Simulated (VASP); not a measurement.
# PtS2 in VASP: notebook

The runs below take PtS2 through single point, with PBE.

Program: VASP 6.6.1. These are calculated values, not measurements. Logs are shortened: lines on timing, memory, paths and dates and some standing lists are left out, and cuts for length are marked.

## Step 1: The slab as given

The cell holds a slab with vacuum, 3 atoms: a = 3.543 Å, b = 3.543 Å, c = 10.288 Å, α = 90.00°, β = 90.00°, γ = 120.00°.

## Step 2: Single point, PBE

Contents of INCAR:

```
SYSTEM = PtS2
ALGO = Normal
DIPOL = 0.5 0.5 0.500
EDIFF = 1E-7
ENCUT = 460
GGA = PE
IDIPOL = 3
ISIF = 2
ISMEAR = 0
LASPH = .TRUE.
LCHARG = .FALSE.
LDIPOL = .TRUE.
LREAL = .FALSE.
LVACPOTAV = .TRUE.
LVHAR = .TRUE.
LWAVE = .FALSE.
NBANDS = 22
NELM = 120
PREC = Accurate
SIGMA = 0.05
```

Contents of KPOINTS:

```
k-points
0
G
  6 6 1
  0 0 0
```

Contents of POSCAR:

```
PtS2
1.0
    3.5432000000      0.0000000000      0.0000000000
   -1.7716000000      3.0685012100      0.0000000000
    0.0000000000      0.0000000000     10.2876152000
S Pt
2 1
Direct
    0.6666666667      0.3333333333      0.3888170312
    0.3333333333      0.6666666667      0.6111829688
    0.0000000000      0.0000000000      0.5000000000
```

Potentials or basis: VASP PAW PBE potentials, release 64 (S, Pt).

Command:

```sh
> cat potpaw_PBE.64/S/POTCAR potpaw_PBE.64/Pt/POTCAR > POTCAR
> mpirun -np 1 vasp_std > vasp.out
```

OUTCAR:

```text
SYSTEM = PtS2
   EDIFF = 1E-7
   ENCUT = 460
   GGA = PE
   ISIF = 2
   ISMEAR = 0
   LASPH = .TRUE.
   LREAL = .FALSE.
   NELM = 120
   PREC = Accurate

 Found      7 irreducible k-points:

 Following reciprocal coordinates:
            Coordinates               Weight
  0.000000  0.000000  0.000000      1.000000
  0.166667  0.000000  0.000000      6.000000
  0.333333 -0.000000  0.000000      6.000000
  0.500000 -0.000000  0.000000      3.000000
  0.166667  0.166667  0.000000      6.000000
  0.333333  0.166667  0.000000     12.000000
   k-points           NKPTS =      7   k-points in BZ     NKDIM =      7   number of bands    NBANDS=     22
   number of dos      NEDOS =    301   number of ions     NIONS =      3
   total plane-waves  NPLWV =  56448
   dimension x,y,z NGX =    28 NGY =   28 NGZ =   72
   dimension x,y,z NGXF=    56 NGYF=   56 NGZF=  144
   ions per type =               2   1
   NGX,Y,Z   is equivalent  to a cutoff of  13.14, 13.14, 11.64 a.u.
   NGXF,Y,Z  is equivalent  to a cutoff of  26.28, 26.28, 23.27 a.u.
 SYSTEM =  PtS2
   PREC   = accura    normal or accurate (medium, high low for compatibility)
   ISTART =      0    job   : 0-new  1-cont  2-samecut
   ICHARG =      2    charge: 1-file 2-atom 10-const
   ISPIN  =      1    spin polarized calculation?
   LNONCOLLINEAR =      F non collinear calculations
   LSORBIT =      F    spin-orbit coupling
   LASPH  =      T    aspherical Exc in radial PAW
   ENCUT  =  460.0 eV  33.81 Ry    5.81 a.u.   6.20  6.20 17.99*2*pi/ulx,y,z
   NELM   =    120;   NELMIN=  2; NELMDL= -5     # of ELM steps
   EDIFF  = 0.1E-06   stopping-criterion for ELM
   LREAL  =      F    real-space projection
   EDIFFG = 0.1E-05   stopping-criterion for IOM
   NSW    =      0    number of steps for IOM
   IBRION =     -1    ionic relax: 0-MD 1-quasi-New 2-CG
   NFREE  =      0    steps in history (QN), initial steepest desc. (CG)
   ISIF   =      2    stress and relaxation
   ISYM   =      2    0-nonsym 1-usesym 2-fastsym
   POTIM  = 0.5000    time-step for ionic-motion
   TEBEG  =    0.0;   TEEND  =   0.0 temperature during run
   PSTRESS=    0.0 pullay stress
   NELECT =      22.0000    total number of electrons
   NUPDOWN=      -1.0000    fix difference up-down
   EMIN   =  10.00;   EMAX   =-10.00  energy-range for DOS
   EFERMI =   0.00;   METHOD = LEGACY
   ISMEAR =     0;   SIGMA  =   0.05  broadening in eV -4-tet -1-fermi 0-gaus
   EFERMI_NEDOS =   21; number of points for ismear=-14 and -15
   IALGO  =     38    algorithm
   IMIX   =      4    mixing-type and parameters
     AMIX     =   0.40;   BMIX     =  1.00
     AMIX_MAG =   1.60;   BMIX_MAG =  1.00
  volume/ion in A,a.u.               =      37.28       251.60
  Fermi-wavevector in a.u.,A,eV,Ry     =   0.952073  1.799157 12.332901  0.906443
  Thomas-Fermi vector in A             =   2.080602
   LORBIT       =      0    0 simple, 1 ext, 2 COOP (PROOUT), +10 PAW based schemes
   GGA     = PE    functional components
   LHFCALC =     F    Hartree Fock is set to
   AEXX    =    0.0000 exact exchange contribution
   IVDW    =     0    specifies the selected vdW correction
   LEPSILON=     F    determine dielectric tensor
   LRPA    =     F    only Hartree local field effects (RPA)
 non-spin polarized calculation
 Gauss-broadening in eV      SIGMA  =   0.05
  energy-cutoff  :      460.00
  volume of cell :      111.85
 maximum number of plane-waves:      2510
 NGX is ok and might be reduce to    28
   NGX = 13   NGY = 13   NGZ = 35

 dipolmoment           0.000000      0.000000     -0.000000 electrons x Angstroem

 number of electron      21.9999999 magnetization

 dipolmoment           0.000000      0.000000      0.000000 electrons x Angstroem

 Free energy of the ion-electron system (eV)
  ---------------------------------------------------
  ext. energy  EPLUGINS =         0.00000000
  ---------------------------------------------------
  free energy    TOTEN  =       -15.32406815 eV

  energy without entropy =      -15.32406815  energy(sigma->0) =      -15.32406815

 E-fermi :   0.0703     XC(G=0):  -6.1180

 val. band max:       -0.2108265494   @ k =   0.1667   0.1667   0.0000
 cond. band min:       1.9068340791   @ k =   0.1667   0.0000   0.0000
 fundamental gap:      2.1176606285
 Fermi energy:         0.0703305831

 k-point     1 :       0.0000    0.0000    0.0000
  band No.  band energies     occupation
      1     -14.8898      2.00000
      2     -12.1182      2.00000
      3      -6.5259      2.00000
      4      -6.5259      2.00000
      5      -5.7399      2.00000
      6      -3.4913      2.00000
      7      -3.4913      2.00000
      8      -0.9820      2.00000
      9      -0.9361      2.00000
     10      -0.7064      2.00000
     11      -0.7064      2.00000
     12       3.2282      0.00000
     13       3.2282      0.00000
     14       4.9034      0.00000
     15       5.5506      0.00000
     16       7.0101      0.00000
     17       7.2394      0.00000
     18       8.3409      0.00000
     19       8.3409      0.00000
     20      10.9635      0.00000
     21      12.5989      0.00000
     22      12.5989      0.00000

 k-point     2 :       0.1667    0.0000    0.0000
  band No.  band energies     occupation
      1     -14.5262      2.00000
      2     -12.2674      2.00000
      3      -6.3785      2.00000
      4      -6.2875      2.00000
      5      -5.4514      2.00000
      6      -4.0544      2.00000
      7      -3.7314      2.00000
      8      -2.0817      2.00000
      9      -0.6614      2.00000
     10      -0.4810      2.00000
     11      -0.3293      2.00000
     12       1.9068      0.00000
     13       2.8229      0.00000
     14       5.5006      0.00000
     15       6.5043      0.00000
     16       6.8450      0.00000
     17       7.8158      0.00000
     18       8.7951      0.00000
     19       9.4864      0.00000
     20      10.7435      0.00000
     21      11.1025      0.00000
     22      12.1759      0.00000

 k-point     3 :       0.3333   -0.0000    0.0000
  band No.  band energies     occupation
      1     -13.6373      2.00000
      2     -12.5492      2.00000
      3      -6.3942      2.00000
      4      -5.8518      2.00000
      5      -5.2648      2.00000
      6      -4.4662      2.00000
      7      -3.7367      2.00000
      8      -2.5707      2.00000
      9      -1.4835      2.00000
     10      -1.4156      2.00000
     11      -0.6693      2.00000
     12       1.9611      0.00000
     13       2.8020      0.00000
     14       5.4829      0.00000
     15       6.9111      0.00000
     16       7.5846      0.00000
     17       7.9874      0.00000
     18      10.2163      0.00000
     19      10.3129      0.00000
     20      10.4213      0.00000
     21      11.0335      0.00000
     22      11.6973      0.00000

 k-point     4 :       0.5000   -0.0000    0.0000
  band No.  band energies     occupation
      1     -13.0645      2.00000
      2     -12.6655      2.00000
      3      -7.1404      2.00000
      4      -5.7195      2.00000
      5      -4.5440      2.00000
      6      -4.3183      2.00000
      7      -2.8271      2.00000
      8      -2.7326      2.00000
      9      -2.7322      2.00000
     10      -2.0103      2.00000
     11      -1.6573      2.00000
     12       2.7087      0.00000
     13       2.9986      0.00000
     14       5.4930      0.00000
     15       6.5447      0.00000
     16       8.3083      0.00000
     17       8.6724      0.00000
     18       9.2500      0.00000
     19       9.7755      0.00000
     20       9.7906      0.00000
     21      11.5234      0.00000
     22      12.0789      0.00000

 k-point     5 :       0.1667    0.1667    0.0000
  band No.  band energies     occupation
      1     -13.8880      2.00000
      2     -12.4816      2.00000
      3      -6.0945      2.00000
      4      -6.0145      2.00000
      5      -5.2204      2.00000
      6      -4.4052      2.00000
      7      -4.2853      2.00000
      8      -2.5820      2.00000
      9      -1.1669      2.00000
     10      -0.8922      2.00000
     11      -0.2108      2.00000
     12       1.9530      0.00000
     13       1.9886      0.00000
     14       6.3545      0.00000
     15       6.9857      0.00000
     16       7.2318      0.00000
     17       8.2176      0.00000
     18       9.6092      0.00000
     19       9.7574      0.00000
     20      10.4208      0.00000
     21      11.0609      0.00000
     22      11.4477      0.00000

 k-point     6 :       0.3333    0.1667    0.0000
  band No.  band energies     occupation
      1     -13.0690      2.00000
      2     -12.6782      2.00000
      3      -6.6312      2.00000
      4      -5.8399      2.00000
      5      -5.0126      2.00000
      6      -4.1780      2.00000
      7      -4.0170      2.00000
      8      -2.7763      2.00000
      9      -2.3640      2.00000
     10      -1.6504      2.00000
     11      -0.7797      2.00000
     12       2.0781      0.00000
     13       2.5119      0.00000
     14       6.2523      0.00000
     15       7.7450      0.00000
     16       7.9703      0.00000
     17       8.6896      0.00000
     18       9.4092      0.00000
     19      10.0608      0.00000
     20      10.2190      0.00000
     21      11.1180      0.00000
     22      11.4871      0.00000

 [... further k-points ...]

------------------------ aborting loop because EDIFF is reached ----------------------------------------

  FORCE on cell =-STRESS in cart. coord.  units (eV):
  Direction    XX          YY          ZZ          XY          YZ          ZX
  --------------------------------------------------------------------------------------
  -------------------------------------------------------------------------------------
  Total        3.4947905      3.4947905      3.0600377      0.0000000      0.0000000     -0.0000000
  in kB       50.0604846     50.0604845     43.8329478      0.0000000      0.0000000     -0.0000000
  external PRESSURE =      47.9846390 kB  Pullay stress =       0.0000000 kB

 VOLUME and BASIS-vectors are now :
 -----------------------------------------------------------------------------
  energy-cutoff  :      460.00
  volume of cell :      111.85
      direct lattice vectors                 reciprocal lattice vectors
     3.543200000  0.000000000  0.000000000     0.282230752  0.162946001  0.000000000
    -1.771600000  3.068501210  0.000000000     0.000000000  0.325892001  0.000000000
     0.000000000  0.000000000 10.287615200     0.000000000  0.000000000  0.097204258

 POSITION                                       TOTAL-FORCE (eV/Angst)
 -----------------------------------------------------------------------------------
      1.77160      1.02283      4.00000        -0.000000     -0.000000     -1.345648
     -0.00000      2.04567      6.28762         0.000000      0.000000      1.345648
      0.00000      0.00000      5.14381         0.000000      0.000000      0.000000
 -----------------------------------------------------------------------------------
    total drift:                                0.000000      0.000000      0.000000

  FREE ENERGIE OF THE ION-ELECTRON SYSTEM (eV)
  ---------------------------------------------------
  free  energy   TOTEN  =       -15.3240681506 eV

  energy  without entropy=      -15.3240681506  energy(sigma->0) =      -15.32406815

 vacuum level on the upper side and lower side of the slab         5.987         5.987
```

Run time: 20 s. Hardware: 1 thread of AMD EPYC 9R45 (Zen 5), shared host; peak memory 0.19 GiB.

These settings aren't checked as converged: the numbers below hold their error.

What came out:

- Free energy: -15.3241 eV
- Largest force: 1.346 eV/Å
- Band gap on the k mesh: 2.12 eV, indirect (least direct gap 2.16 eV)
- Ionisation potential of the upper face: 6.20 eV

Caveat: spin-orbit coupling is left out, which moves the levels of the heavy elements.

## Step 3: Single point, PBE

This run uses another cell than the first one, of 22.79 Å³/atom, 0.611 times its volume.

INCAR is that of step 2.

Contents of KPOINTS:

```
k-points
0
G
  9 9 1
  0 0 0
```

Contents of POSCAR:

```
PtS2
1.0
    3.5432000000      0.0000000000      0.0000000000
   -1.7716000000      3.0685012100      0.0000000000
    0.0000000000      0.0000000000      6.2876152000
S Pt
2 1
Direct
    0.6666666667      0.3333333333      0.3180856233
    0.3333333333      0.6666666667      0.6819143767
    0.0000000000      0.0000000000      0.5000000000
```

Potentials or basis: VASP PAW PBE potentials, release 64 (S, Pt).

Command:

```sh
> cat potpaw_PBE.64/S/POTCAR potpaw_PBE.64/Pt/POTCAR > POTCAR
> mpirun -np 1 vasp_std > vasp.out
```

Run time: 15 s. Hardware: 1 thread of AMD EPYC 9R45 (Zen 5), shared host; peak memory 0.15 GiB.

The run converged, but some of its settings lie outside the range that counts as converged, so its numbers aren't taken as properties of the slab.

What came out:

```
Free energy            : -15.3218 eV
Largest force          : 1.381 eV/Å
Band gap on the k mesh : 1.74 eV, indirect (least direct gap 1.80 eV)
```

Caveat: spin-orbit coupling is left out, which moves the levels of the heavy elements.

## Step 4: Single point, PBE

INCAR is that of step 3.

Contents of KPOINTS:

```
k-points
0
G
  7 7 1
  0 0 0
```

Contents of POSCAR:

```
PtS2
1.0
    3.5432000000      0.0000000000      0.0000000000
   -1.7716000000      3.0685012100      0.0000000000
    0.0000000000      0.0000000000     10.2876152000
S Pt
2 1
Direct
    0.6666666667      0.3333333333      0.3888170312
    0.3333333333      0.6666666667      0.6111829688
    0.0000000000      0.0000000000      0.5000000000
```

Potentials or basis: VASP PAW PBE potentials, release 64 (S, Pt).

Command:

```sh
> cat potpaw_PBE.64/S/POTCAR potpaw_PBE.64/Pt/POTCAR > POTCAR
> mpirun -np 1 vasp_std > vasp.out
```

OUTCAR:

```text
SYSTEM = PtS2
   EDIFF = 1E-7
   ENCUT = 460
   GGA = PE
   ISIF = 2
   ISMEAR = 0
   LASPH = .TRUE.
   LREAL = .FALSE.
   NELM = 120
   PREC = Accurate

 Found      8 irreducible k-points:

 Following reciprocal coordinates:
            Coordinates               Weight
  0.000000  0.000000  0.000000      1.000000
  0.142857  0.000000  0.000000      6.000000
  0.285714 -0.000000  0.000000      6.000000
  0.428571 -0.000000  0.000000      6.000000
  0.142857  0.142857  0.000000      6.000000
  0.285714  0.142857  0.000000     12.000000
   k-points           NKPTS =      8   k-points in BZ     NKDIM =      8   number of bands    NBANDS=     22
   number of dos      NEDOS =    301   number of ions     NIONS =      3
   total plane-waves  NPLWV =  56448
   dimension x,y,z NGX =    28 NGY =   28 NGZ =   72
   dimension x,y,z NGXF=    56 NGYF=   56 NGZF=  144
   ions per type =               2   1
   NGX,Y,Z   is equivalent  to a cutoff of  13.14, 13.14, 11.64 a.u.
   NGXF,Y,Z  is equivalent  to a cutoff of  26.28, 26.28, 23.27 a.u.
 SYSTEM =  PtS2
   PREC   = accura    normal or accurate (medium, high low for compatibility)
   ISTART =      0    job   : 0-new  1-cont  2-samecut
   ICHARG =      2    charge: 1-file 2-atom 10-const
   ISPIN  =      1    spin polarized calculation?
   LNONCOLLINEAR =      F non collinear calculations
[... 61 lines left out ...]
 cond. band min:       1.6782130363   @ k =   0.2857  -0.0000   0.0000
 fundamental gap:      1.9089645721
 Fermi energy:         0.0710833115

 k-point     1 :       0.0000    0.0000    0.0000
  band No.  band energies     occupation
      1     -14.8897      2.00000
      2     -12.1171      2.00000
      3      -6.5254      2.00000
      4      -6.5254      2.00000
      5      -5.7391      2.00000
      6      -3.4902      2.00000
[... 139 lines left out ...]
     21      11.1252      0.00000
     22      11.4207      0.00000

 [... further k-points ...]

------------------------ aborting loop because EDIFF is reached ----------------------------------------

  FORCE on cell =-STRESS in cart. coord.  units (eV):
  Direction    XX          YY          ZZ          XY          YZ          ZX
  --------------------------------------------------------------------------------------
  -------------------------------------------------------------------------------------
  Total        3.4821868      3.4821868      3.0853398      0.0000000      0.0000000     -0.0000000
  in kB       49.8799458     49.8799458     44.1953834      0.0000000      0.0000000     -0.0000000
  external PRESSURE =      47.9850916 kB  Pullay stress =       0.0000000 kB

 VOLUME and BASIS-vectors are now :
 -----------------------------------------------------------------------------
  energy-cutoff  :      460.00
  volume of cell :      111.85
      direct lattice vectors                 reciprocal lattice vectors
     3.543200000  0.000000000  0.000000000     0.282230752  0.162946001  0.000000000
    -1.771600000  3.068501210  0.000000000     0.000000000  0.325892001  0.000000000
     0.000000000  0.000000000 10.287615200     0.000000000  0.000000000  0.097204258

 POSITION                                       TOTAL-FORCE (eV/Angst)
 -----------------------------------------------------------------------------------
      1.77160      1.02283      4.00000         0.000000     -0.000000     -1.357014
     -0.00000      2.04567      6.28762        -0.000000      0.000000      1.357014
      0.00000      0.00000      5.14381        -0.000000      0.000000     -0.000000
 -----------------------------------------------------------------------------------
    total drift:                                0.000000      0.000000      0.000000

  FREE ENERGIE OF THE ION-ELECTRON SYSTEM (eV)
  ---------------------------------------------------
  free  energy   TOTEN  =       -15.3233895901 eV

  energy  without entropy=      -15.3233895901  energy(sigma->0) =      -15.32338959

 vacuum level on the upper side and lower side of the slab         5.985         5.985
```

stdout:

```text
POSCAR found type information on POSCAR S Pt
 POSCAR found :  2 types and       3 ions
 scaLAPACK will be used
 LDA part: xc-table for (Slater+PW92), standard interpolation
 POSCAR, INCAR and KPOINTS ok, starting setup
 FFT: planning ... GRIDC
 FFT: planning ... GRID_SOFT
 FFT: planning ... GRID
 WAVECAR not read
 entering main loop
 -----------------------------------------------------------------------------
|                                                                             |
|           W    W    AA    RRRRR   N    N  II  N    N   GGGG   !!!           |
|           W    W   A  A   R    R  NN   N  II  NN   N  G    G  !!!           |
|           W    W  A    A  R    R  N N  N  II  N N  N  G       !!!           |
|           W WW W  AAAAAA  RRRRR   N  N N  II  N  N N  G  GGG   !            |
|           WW  WW  A    A  R   R   N   NN  II  N   NN  G    G                |
|           W    W  A    A  R    R  N    N  II  N    N   GGGG   !!!           |
|                                                                             |
|     Did not find any points to average over, which means that no vacuum     |
|     field-free region was found. Please increase the size of  your cell     |
|     in the dimension of the dipole correction to obtain accurate            |
|     workfunction values.                                                    |
|                                                                             |
 -----------------------------------------------------------------------------
```

Run time: 24 s. Hardware: 1 thread of AMD EPYC 9R45 (Zen 5), shared host; peak memory 0.19 GiB.

The run converged, but some of its settings lie outside the range that counts as converged, so its numbers aren't taken as properties of the slab.

What came out:

| Quantity | Value |
| --- | --- |
| Free energy | -15.3234 eV |
| Largest force | 1.357 eV/Å |
| Band gap on the k mesh | 1.91 eV, indirect (least direct gap 2.06 eV) |
| Ionisation potential of the upper face | 6.22 eV |

Caveat: spin-orbit coupling is left out, which moves the levels of the heavy elements.

[end of part 1 of 2]
